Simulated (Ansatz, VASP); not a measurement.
# Two plane-wave programs on HfN

File INCAR:

```
SYSTEM = HfN
PREC = Accurate
ENCUT = 520
EDIFF = 1E-8
ISMEAR = -1
SIGMA = 0.03
LREAL = .False.
LASPH = .True.
NELM = 60
ALGO = Normal
ISIF = 2
LWAVE = .False.
LCHARG = .False.
LEFG = .True.
NBANDS = 14
```

The input KPOINTS:

```
regular mesh
0
Gamma
  10 10 10
  0 0 0
```

POSCAR

```
HfN
1.0
    0.0000000000      2.2590000000      2.2590000000
    2.2590000000      0.0000000000      2.2590000000
    2.2590000000      2.2590000000      0.0000000000
Hf N
1 1
Direct
    0.0000000000      0.0000000000      0.0000000000
    0.5000000000      0.5000000000      0.5000000000
```

Input for Ansatz:

```yaml
crystal:
  lattice:
    - [0.0, 2.259, 2.259]
    - [2.259, 0.0, 2.259]
    - [2.259, 2.259, 0.0]
  atoms:
    - { symbol: Hf, position: [0.0, 0.0, 0.0] }
    - { symbol: "N", position: [0.5, 0.5, 0.5] }
kpoints:
  mp_grid: { grid: [10, 10, 10] }
  band_path:
    path:
      - [0.0, 0.0, 0.0]
      - [0.5, 0.0, 0.5]
      - [0.625, 0.25, 0.625]
      - [0.375, 0.375, 0.75]
      - [0.0, 0.0, 0.0]
      - [0.5, 0.5, 0.5]
      - [0.5, 0.25, 0.75]
      - [0.5, 0.0, 0.5]
    npoints: 5
scf:
  occupations: { method: fermi_dirac, width: 0.03 }
hamiltonian:
  xc: lda
  pseudopotentials: { kind: paw }
output:
  forces: true
  stress: true
  eigenvalues: true
  efg: { contact_densities: true }
```

Alike in both runs: task electric field gradients; functional LDA; k mesh 10 × 10 × 10; occupations fermi-dirac, width 0.03 eV; no spin polarisation.

```csv
,VASP,Ansatz
version,VASP 6.6.1,Ansatz 0.2.0
potentials or method,"VASP PAW LDA potentials, release 64 (Hf_pv, N)","PAW with Ansatz's default frozen-core files, scalar-relativistic"
plane-wave cutoff (eV),520,420
valence electrons in the cell,15,31
```

Ansatz gave:

| Quantity | Value |
| --- | --- |
| pressure (GPa) | -9.4 |
| Vzz of the field gradient on the site that differs most (V/Å²) | 0.0 |

**Question.** Which values does VASP return?

**Answer.** Pressure (GPa): -10.6; Vzz of the field gradient on the site that differs most (V/Å²): 0.0.

The two sets of potentials don't hold the same shells in valence. Ansatz warned: «gradients_without_spin_orbit».

Spin-orbit coupling is left out, which matters for the levels of Hf.
